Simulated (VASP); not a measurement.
# Ca (Fd-3m) in VASP: notebook

The runs below take Ca through single point, relaxation of cell and atoms, with RPBE.

Program: VASP 6.6.1. These are calculated values, not measurements. Logs are shortened: lines on timing, memory, paths and dates and some standing lists are left out, and cuts for length are marked.

## Step 1: Starting point

Symmetry: Fd-3m, No. 227, cubic system. The conventional cell has a = 8.781 Å, b = 8.781 Å, c = 8.781 Å, α = 90.00°, β = 90.00°, γ = 90.00°. Ca (site symmetry -43m) is surrounded by 4 Ca at 3.80 Å.

This isn't the form of Ca at room conditions, which is fcc.

## Step 2: Single point, RPBE

Input file INCAR:

```
SYSTEM = Ca
PREC     = Accurate       ! precision mode
ENCUT    = 520            ! plane-wave cutoff, eV
EDIFF    = 1E-7           ! SCF threshold, eV
ISMEAR   = -1             ! smearing method
SIGMA    = 0.1            ! smearing width, eV
LREAL    = .FALSE.        ! projectors in reciprocal space
LASPH    = .TRUE.         ! aspherical terms in the spheres
NELM     = 100            ! most SCF steps
ALGO     = Fast           ! electronic algorithm
ISIF     = 2              ! what is computed and relaxed
LWAVE    = .FALSE.        ! write WAVECAR
LCHARG   = .FALSE.        ! write CHGCAR
GGA      = RP             ! functional
NBANDS   = 17             ! bands
```

Input file KPOINTS:

```
regular mesh
0
G
  10 10 10
  0 0 0
```

Input file POSCAR:

```
Ca
1.0
    0.0000000000      4.3904456109      4.3904456109
    4.3904456109      0.0000000000      4.3904456109
    4.3904456109      4.3904456109      0.0000000000
Ca
2
Direct
    0.1250000000      0.1250000000      0.1250000000
    0.8750000000      0.8750000000      0.8750000000
```

Potentials or basis: VASP PAW PBE potentials, release 64 (Ca_sv).

Run with:

```console
$ cat potpaw_PBE.64/Ca_sv/POTCAR > POTCAR
$ mpirun -np 1 vasp_std > vasp.out
```

OUTCAR:

```text
SYSTEM = Ca
   PREC = Accurate
   ENCUT = 520
   EDIFF = 1E-7
   ISMEAR = -1
   LREAL = .FALSE.
   LASPH = .TRUE.
   NELM = 100
   ISIF = 2
   GGA = RP

 ion  position               nearest neighbor table
   1  0.125  0.125  0.125-
   2  0.875  0.875  0.875-

  LATTYP: Found a face centered cubic cell.
 ALAT       =     8.7808912218

  Lattice vectors:

 A1 = (   0.0000000000,   4.3904456109,   4.3904456109)
 A2 = (   4.3904456109,   0.0000000000,   4.3904456109)
 A3 = (   4.3904456109,   4.3904456109,   0.0000000000)

Analysis of symmetry for initial positions (statically):
=====================================================================
 Subroutine PRICEL returns:
 Original cell was already a primitive cell.

 Routine SETGRP: Setting up the symmetry group for a
 face centered cubic supercell.

 Subroutine GETGRP returns: Found 48 space group operations
 (whereof 12 operations were pure point group operations)
 out of a pool of 48 trial point group operations.

The static configuration has the point symmetry D_3d.
 The point group associated with its full space group is O_h .

Analysis of symmetry for dynamics (positions and initial velocities):
=====================================================================
 Subroutine PRICEL returns:
 Original cell was already a primitive cell.

 Routine SETGRP: Setting up the symmetry group for a
 face centered cubic supercell.

 Subroutine GETGRP returns: Found 48 space group operations
 (whereof 12 operations were pure point group operations)
 out of a pool of 48 trial point group operations.

The dynamic configuration has the point symmetry D_3d.
 The point group associated with its full space group is O_h .

 Subroutine INISYM returns: Found 48 space group operations
 (whereof 12 operations are pure point group operations),
 and found     1 'primitive' translations

----------------------------------------------------------------------------------------

                                     Primitive cell

  volume of cell :     169.2606

  direct lattice vectors                    reciprocal lattice vectors
     0.000000000  4.390445611  4.390445611    -0.113883657  0.113883657  0.113883657
     4.390445611  0.000000000  4.390445611     0.113883657 -0.113883657  0.113883657
     4.390445611  4.390445611  0.000000000     0.113883657  0.113883657 -0.113883657

  length of vectors
     6.209027728  6.209027728  6.209027728     0.197252279  0.197252279  0.197252279

  position of ions in fractional coordinates (direct lattice)
     0.125000000  0.125000000  0.125000000
     0.875000000  0.875000000  0.875000000

  ion indices of the primitive-cell ions
   primitive index   ion index
                 1           1
                 2           2

----------------------------------------------------------------------------------------

 KPOINTS: regular mesh

Automatic generation of k-mesh.
 Grid dimensions read from file:
 generate k-points for:   10   10   10

 Generating k-lattice:

  Cartesian coordinates                     Fractional coordinates (reciprocal lattice)
    -0.011388366  0.011388366  0.011388366     0.100000000  0.000000000  0.000000000
     0.011388366 -0.011388366  0.011388366     0.000000000  0.100000000  0.000000000
     0.011388366  0.011388366 -0.011388366     0.000000000  0.000000000  0.100000000

  Length of vectors
     0.019725228  0.019725228  0.019725228

  Shift w.r.t. Gamma in fractional coordinates (k-lattice)
     0.000000000  0.000000000  0.000000000

 Subroutine IBZKPT returns following result:
 ===========================================

 Found     47 irreducible k-points:

 Following reciprocal coordinates:
            Coordinates               Weight
  0.000000  0.000000  0.000000      1.000000
  0.100000  0.000000  0.000000      8.000000
  0.200000  0.000000  0.000000      8.000000
  0.300000  0.000000  0.000000      8.000000
  0.400000  0.000000  0.000000      8.000000
  0.500000  0.000000  0.000000      4.000000
[... 16 lines left out ...]
  0.300000  0.300000  0.000000      6.000000
  0.400000  0.300000  0.000000     24.000000
 [... further k-points ...]
   k-points           NKPTS =     47   k-points in BZ     NKDIM =     47   number of bands    NBANDS=     17
   number of dos      NEDOS =    301   number of ions     NIONS =      2
   total plane-waves  NPLWV = 110592
   dimension x,y,z NGX =    48 NGY =   48 NGZ =   48
   dimension x,y,z NGXF=    96 NGYF=   96 NGZF=   96
   ions per type =               2
   NGX,Y,Z   is equivalent  to a cutoff of  12.85, 12.85, 12.85 a.u.
   NGXF,Y,Z  is equivalent  to a cutoff of  25.70, 25.70, 25.70 a.u.
 SYSTEM =  Ca
   PREC   = accura    normal or accurate (medium, high low for compatibility)
   ISTART =      0    job   : 0-new  1-cont  2-samecut
   ICHARG =      2    charge: 1-file 2-atom 10-const
   ISPIN  =      1    spin polarized calculation?
   LNONCOLLINEAR =      F non collinear calculations
   LSORBIT =      F    spin-orbit coupling
   LASPH  =      T    aspherical Exc in radial PAW
   ENCUT  =  520.0 eV  38.22 Ry    6.18 a.u.  11.54 11.54 11.54*2*pi/ulx,y,z
   NELM   =    100;   NELMIN=  2; NELMDL= -5     # of ELM steps
   EDIFF  = 0.1E-06   stopping-criterion for ELM
   LREAL  =      F    real-space projection
   EDIFFG = 0.1E-05   stopping-criterion for IOM
   NSW    =      0    number of steps for IOM
   IBRION =     -1    ionic relax: 0-MD 1-quasi-New 2-CG
   NFREE  =      0    steps in history (QN), initial steepest desc. (CG)
   ISIF   =      2    stress and relaxation
   ISYM   =      2    0-nonsym 1-usesym 2-fastsym
   POTIM  = 0.5000    time-step for ionic-motion
   TEBEG  =    0.0;   TEEND  =   0.0 temperature during run
   PSTRESS=    0.0 pullay stress
   NELECT =      20.0000    total number of electrons
   NUPDOWN=      -1.0000    fix difference up-down
   EMIN   =  10.00;   EMAX   =-10.00  energy-range for DOS
   EFERMI =   0.00;   METHOD = LEGACY
   ISMEAR =    -1;   SIGMA  =   0.10  broadening in eV -4-tet -1-fermi 0-gaus
   EFERMI_NEDOS =   21; number of points for ismear=-14 and -15
   IALGO  =     68    algorithm
   IMIX   =      4    mixing-type and parameters
     AMIX     =   0.40;   BMIX     =  1.00
     AMIX_MAG =   1.60;   BMIX_MAG =  1.00
  volume/ion in A,a.u.               =      84.63       571.11
  Fermi-wavevector in a.u.,A,eV,Ry     =   0.803340  1.518093  8.780597  0.645356
  Thomas-Fermi vector in A             =   1.911189
   LORBIT       =      0    0 simple, 1 ext, 2 COOP (PROOUT), +10 PAW based schemes
   GGA     = RP    functional components
   LHFCALC =     F    Hartree Fock is set to
   AEXX    =    0.0000 exact exchange contribution
   IVDW    =     0    specifies the selected vdW correction
   LEPSILON=     F    determine dielectric tensor
   LRPA    =     F    only Hartree local field effects (RPA)
 non-spin polarized calculation
 RMM-DIIS sequential band-by-band and
  energy-cutoff  :      520.00
  volume of cell :      169.26
 maximum number of plane-waves:      4584
 NGX is ok and might be reduce to    48
   NGX = 23   NGY = 23   NGZ = 23

 number of electron      20.0000004 magnetization

 Free energy of the ion-electron system (eV)
  ---------------------------------------------------
  ext. energy  EPLUGINS =         0.00000000
  ---------------------------------------------------
  free energy    TOTEN  =        -1.54139644 eV

  energy without entropy =       -1.43550944  energy(sigma->0) =       -1.48845294

 E-fermi :  -0.1154     XC(G=0):  -5.5658

 val. band max:       -0.1174183952   @ k =  -0.4000   0.4000   0.1000
 cond. band min:      -0.1068400614   @ k =  -0.2000   0.2000   0.0000
 fundamental gap:      0.0105783338
 Fermi energy:        -0.1153762643

 k-point     1 :       0.0000    0.0000    0.0000
  band No.  band energies     occupation
      1     -43.4933      2.00000
      2     -43.4811      2.00000
      3     -24.4074      2.00000
      4     -24.4073      2.00000
      5     -24.4073      2.00000
      6     -24.3597      2.00000
[... 9 lines left out ...]
     16       1.2595      0.00000
     17       1.2595      0.00000

 k-point     2 :       0.1000    0.0000    0.0000
  band No.  band energies     occupation
      1     -43.4930      2.00000
      2     -43.4813      2.00000
      3     -24.4078      2.00000
      4     -24.4078      2.00000
      5     -24.4071      2.00000
      6     -24.3601      2.00000
[... 9 lines left out ...]
     16       1.2641      0.00000
     17       1.2641      0.00000

 k-point     3 :       0.2000    0.0000    0.0000
  band No.  band energies     occupation
      1     -43.4924      2.00000
      2     -43.4820      2.00000
      3     -24.4089      2.00000
      4     -24.4089      2.00000
      5     -24.4063      2.00000
      6     -24.3610      2.00000
[... 9 lines left out ...]
     16       1.2939      0.00000
     17       1.2939      0.00000

 k-point     4 :       0.3000    0.0000    0.0000
  band No.  band energies     occupation
      1     -43.4915      2.00000
      2     -43.4828      2.00000
      3     -24.4102      2.00000
      4     -24.4102      2.00000
      5     -24.4053      2.00000
      6     -24.3622      2.00000
[... 9 lines left out ...]
     16       1.3759      0.00000
     17       1.3759      0.00000
[... 343 lines left out ...]
      1     -43.4912      2.00000
      2     -43.4832      2.00000
      3     -24.4130      2.00000
      4     -24.4102      2.00000
      5     -24.4020      2.00000
      6     -24.3654      2.00000
[... 9 lines left out ...]
     16       1.3225      0.00000
     17       1.4784      0.00000

 k-point    23 :       0.3000    0.3000    0.0000
  band No.  band energies     occupation
      1     -43.4908      2.00000
      2     -43.4836      2.00000
      3     -24.4131      2.00000
      4     -24.4131      2.00000
      5     -24.3977      2.00000
      6     -24.3698      2.00000
[... 9 lines left out ...]
     16       1.2779      0.00000
     17       1.2779      0.00000

 k-point    24 :       0.4000    0.3000    0.0000
  band No.  band energies     occupation
      1     -43.4899      2.00000
      2     -43.4845      2.00000
      3     -24.4144      2.00000
      4     -24.4141      2.00000
      5     -24.3947      2.00000
      6     -24.3728      2.00000
[... 9 lines left out ...]
     16       1.3247      0.00000
     17       1.4114      0.00000

 [... further k-points ...]

------------------------ aborting loop because EDIFF is reached ----------------------------------------

  FORCE on cell =-STRESS in cart. coord.  units (eV):
  Direction    XX          YY          ZZ          XY          YZ          ZX
  --------------------------------------------------------------------------------------
  -------------------------------------------------------------------------------------
  Total        0.0353179      0.0353179      0.0353179      0.0000000      0.0000000      0.0000000
  in kB        0.3343104      0.3343104      0.3343104      0.0000000      0.0000000      0.0000000
  external PRESSURE =       0.3343104 kB  Pullay stress =       0.0000000 kB

 VOLUME and BASIS-vectors are now :
 -----------------------------------------------------------------------------
  energy-cutoff  :      520.00
  volume of cell :      169.26
      direct lattice vectors                 reciprocal lattice vectors
     0.000000000  4.390445611  4.390445611    -0.113883657  0.113883657  0.113883657
     4.390445611  0.000000000  4.390445611     0.113883657 -0.113883657  0.113883657
     4.390445611  4.390445611  0.000000000     0.113883657  0.113883657 -0.113883657

 POSITION                                       TOTAL-FORCE (eV/Angst)
 -----------------------------------------------------------------------------------
      1.09761      1.09761      1.09761        -0.000000     -0.000000     -0.000000
      7.68328      7.68328      7.68328         0.000000      0.000000      0.000000
 -----------------------------------------------------------------------------------
    total drift:                                0.000000      0.000000      0.000000

  FREE ENERGIE OF THE ION-ELECTRON SYSTEM (eV)
  ---------------------------------------------------
  free  energy   TOTEN  =        -1.5413964378 eV

  energy  without entropy=       -1.4355094392  energy(sigma->0) =       -1.48845294
```

Run time: 2 min. Hardware: 1 thread of Intel Xeon Platinum 8559C (Emerald Rapids), shared host; peak memory 0.37 GiB.

What came out:

- Free energy: -1.5414 eV
- Pressure: 0.0 GPa
- Band gap on the k mesh: none (metal or under the smearing width)

Caveat: the PAW data sets were made with another functional, which shifts forces and pressure a little.

## Step 3: Single point, RPBE

This run uses another cell than the first one, of 88.02 Å³/atom, 1.040 times its volume.

Input file INCAR:

```
PREC = Accurate
ENCUT = 520
EDIFF = 1E-7
ISMEAR = -1
SIGMA = 0.1
LREAL = False
LASPH = True
NELM = 100
ALGO = Fast
ISIF = 2
LWAVE = False
LCHARG = True
GGA = RP
LELF = True
LVHAR = True
NBANDS = 17
```

Input file KPOINTS:

```
regular mesh
0
Gamma
  7 7 7
```

Input file POSCAR:

```
Ca
1.0
    0.0000000000      4.4482212577      4.4482212577
    4.4482212577      0.0000000000      4.4482212577
    4.4482212577      4.4482212577      0.0000000000
Ca
2
Direct
    0.1250000000      0.1250000000      0.1250000000
    0.8750000000      0.8750000000      0.8750000000
```

Potentials or basis: VASP PAW PBE potentials, release 64 (Ca_sv).

Run with:

```console
$ cat potpaw_PBE.64/Ca_sv/POTCAR > POTCAR
$ mpirun -np 1 vasp_std > vasp.out
```

Wall time 53 s (1 thread of Intel Xeon Platinum 8559C (Emerald Rapids), shared host); peak memory 0.32 GiB.

Results (log left out):

* Free energy: -1.5405 eV
* Pressure: -0.1 GPa
* Band gap on the k mesh: none (metal or under the smearing width)

Levels at points of the mesh, in eV from the Fermi level:
```tsv
k point	band 7	band 8	band 9	band 10	band 11	band 12	band 13	band 14
(0.00, 0.00, 0.00)	-24.29	-24.29	-2.85	0.60	0.60	0.60	0.88	0.88
```

Caveat: the PAW data sets were made with another functional, which shifts forces and pressure a little.

## Step 4: Single point, RPBE

Input file INCAR:

```
  ALGO = Normal
  EDIFF = 1E-6
  ENCUT = 520
  GGA = RP
  ISIF = 2
  ISMEAR = -1
  LASPH = True
  LCHARG = False
  LREAL = False
  LWAVE = False
  NBANDS = 17
  NELM = 60
  PREC = Accurate
  SIGMA = 0.1
```

Input file KPOINTS:

```
k-points
0
Gamma
  7 7 7
```

Input file POSCAR:

```
Ca
1.0
    0.0000000000      4.3904456109      4.3904456109
    4.3904456109      0.0000000000      4.3904456109
    4.3904456109      4.3904456109      0.0000000000
Ca
2
Direct
    0.1250000000      0.1250000000      0.1250000000
    0.8750000000      0.8750000000      0.8750000000
```

Run with:

```console
$ cat potpaw_PBE.64/Ca_sv/POTCAR > POTCAR
$ mpirun -np 1 vasp_std > vasp.out
```

Wall time 27 s (1 thread of Intel Xeon Platinum 8559C (Emerald Rapids), shared host); peak memory 0.31 GiB.

The run converged. Its results:

```
Free energy            : -1.5414 eV
Pressure               : 0.0 GPa
Band gap on the k mesh : none (metal or under the smearing width)
```

Levels at points of the mesh, in eV from the Fermi level:
```csv
k point,band 6,band 7,band 8,band 9,band 10,band 11,band 12,band 13,band 14,band 15
"(0.00, 0.00, 0.00)",-24.25,-24.25,-24.25,-2.90,0.62,0.62,0.62,0.89,0.89,1.37
```

Caveat: the PAW data sets were made with another functional, which shifts forces and pressure a little.

## Step 5: Relaxation of cell and atoms, RPBE

This run uses another cell than the first one, of 58.90 Å³/atom, 0.696 times its volume.

Input file INCAR:

```
PREC     = Accurate       # precision mode
ENCUT    = 600            # plane-wave cutoff, eV
EDIFF    = 1E-6           # SCF threshold, eV
ISMEAR   = -1             # smearing method
SIGMA    = 0.1            # smearing width, eV
LREAL    = F              # projectors in reciprocal space
LASPH    = T              # aspherical terms in the spheres
NELM     = 80             # most SCF steps
ALGO     = Normal         # electronic algorithm
ISIF     = 3              # what is computed and relaxed
LWAVE    = F              # write WAVECAR
LCHARG   = F              # write CHGCAR
GGA      = RP             # functional
IBRION   = 2              # ionic algorithm
NSW      = 80             # ionic steps
EDIFFG   = -0.01          # ionic threshold
```

Input file KPOINTS:

```
Automatic mesh
0
Gamma
  7 7 7
```

Input file POSCAR:

```
Ca
1.0
    0.0000000000      3.8908582557      3.8908582557
    3.8908582557      0.0000000000      3.8908582557
    3.8908582557      3.8908582557      0.0000000000
Ca
2
Direct
    0.1250000000      0.1250000000      0.1250000000
    0.8750000000      0.8750000000      0.8750000000
```

Run with:

```console
$ cat potpaw_PBE.64/Ca_sv/POTCAR > POTCAR
$ mpirun -np 1 vasp_std > vasp.out
```

It took 84 s on 1 thread of Intel Xeon Platinum 8559C (Emerald Rapids), shared host; peak memory 0.34 GiB.

It converged, with:

| Property | Result |
| --- | --- |
| Free energy | -1.5368 eV |
| Relaxed volume | 85.28 Å³/atom |
| Relaxed cell | a = 6.225 Å, b = 6.225 Å, c = 6.225 Å, α = 60.00°, β = 60.00°, γ = 60.00° |
| Space group after relaxing (to 0.05 Å) | Fd-3m (No. 227) |
| Energy gained by relaxing | 145.8 meV/atom |
| Ionic steps | 4 |
| Pressure after relaxing | 0.0 GPa |
| Band gap on the k mesh | none (metal or under the smearing width) |

The path:
```
step  energy change (eV)  largest force (eV/Å)  pressure (GPa)  volume (Å³)
   1              0.0000                0.0000            2.13       117.81
   2             -0.1493                0.0000            1.34       131.69
   3             -0.2913                0.0000            0.04       168.86
   4             -0.2915                0.0000            0.01       170.57
```

Final structure:
```cif
data_structure
_symmetry_space_group_name_H-M 'P 1'
_symmetry_Int_Tables_number 1
_cell_length_a 6.2250
_cell_length_b 6.2250
_cell_length_c 6.2250
_cell_angle_alpha 60.000
_cell_angle_beta 60.000
_cell_angle_gamma 60.000
_cell_volume 170.57
loop_
_atom_site_label
_atom_site_type_symbol
_atom_site_fract_x
_atom_site_fract_y
_atom_site_fract_z
_atom_site_occupancy
Ca1 Ca 0.12500 0.12500 0.12500 1
Ca2 Ca 0.87500 0.87500 0.87500 1
```

Levels at points of the mesh, in eV from the Fermi level:
| k point | band 6 | band 7 | band 8 | band 9 | band 10 | band 11 | band 12 | band 13 | band 14 |
| --- | --- | --- | --- | --- | --- | --- | --- | --- | --- |
| (0.00, 0.00, 0.00) | -24.25 | -24.25 | -24.25 | -2.89 | 0.61 | 0.61 | 0.61 | 0.89 | 0.89 |

Caveat: the volume moved by over 15 % at a fixed basis, so the end points are rough; the PAW data sets were made with another functional, which shifts forces and pressure a little.

## Step 6: The runs side by side

```csv
task,cell,k mesh,cutoff (eV),gap on the mesh (eV),pressure (GPa)
single point,"Fd-3m, 84.63 Å³/atom",10 × 10 × 10,520,none,0.0
single point,"Fd-3m, 88.02 Å³/atom",7 × 7 × 7,520,none,-0.1
single point,"Fd-3m, 84.63 Å³/atom",7 × 7 × 7,520,none,0.0
relaxation of cell and atoms,relaxed,7 × 7 × 7,600,none,0.0
```

Alike in all rows: level RPBE; potentials or basis VASP PAW PBE potentials, release 64 (Ca_sv); no spin polarisation; smearing fermi-dirac 0.1 eV.

Every run on the cell as given and a fine mesh finds a metal.

Caveats: the PAW data sets were made with another functional, which shifts forces and pressure a little; the volume moved by over 15 % at a fixed basis, so the end points are rough (some runs).

Absolute energies hang on the potentials; compare differences alone.
